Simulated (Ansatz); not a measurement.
**In under changes of volume**

One of the cells (26.540 Å³/atom); the others are scaled copies at fixed shape and fractional positions:

```
In
1.0
     3.33548    0.00000    0.00000
    -1.66774    2.88861    0.00000
     0.00000    0.00000    5.50914
In
2
Cartesian
  1.6677 0.9629 4.1319
  0.0000 1.9257 1.3773
```

This isn't the form of In at room conditions, which is tetragonal.

| Item | Value |
| --- | --- |
| Program | Ansatz 0.2.0 |
| Functional | r2SCAN |
| Potentials or basis | Ansatz PAW |
| Cutoff | 500 eV (not typed: the program's choice for these potentials) |
| k mesh | 9 × 9 × 5 |
| Occupations | fermi-dirac, width 0.05 eV |
| Spin | no spin polarisation |

| volume (Å³/atom) | energy over the lowest point (meV/atom) | pressure (GPa) |
| --- | --- | --- |
| 24.948 | 10.69 | 2.7 |
| 25.478 | 3.83 | 1.6 |
| 26.009 | 0.39 | 0.6 |
| 26.540 | 0.00 | -0.3 |
| 27.071 | 2.30 | -1.0 |
| 27.602 | 6.96 | -1.6 |
| 28.133 | ? | ? |

**Question.** What does the run at 28.133 Å³/atom give?

**Answer.** Energy over the lowest point 13.57 meV/atom; pressure -2.2 GPa.

Worked out: A Birch-Murnaghan fit of order 3 (a polynomial in V^(-2/3)) to the other rows has its minimum at 26.35 Å³/atom with B0 = V·E''(V) = 42 GPa and B' = 5.2 at fixed shape and positions, which overstates the stiffness. It gives 13.72 meV/atom at 28.133 Å³/atom, against the run's 13.57, and -dE/dV = -2.3 GPa, against -2.2.

Energies are extrapolated to zero smearing.

Caveats: the PAW data sets come from PBE, with cores solved anew for the run's functional, which leaves a small shift of forces and pressure.
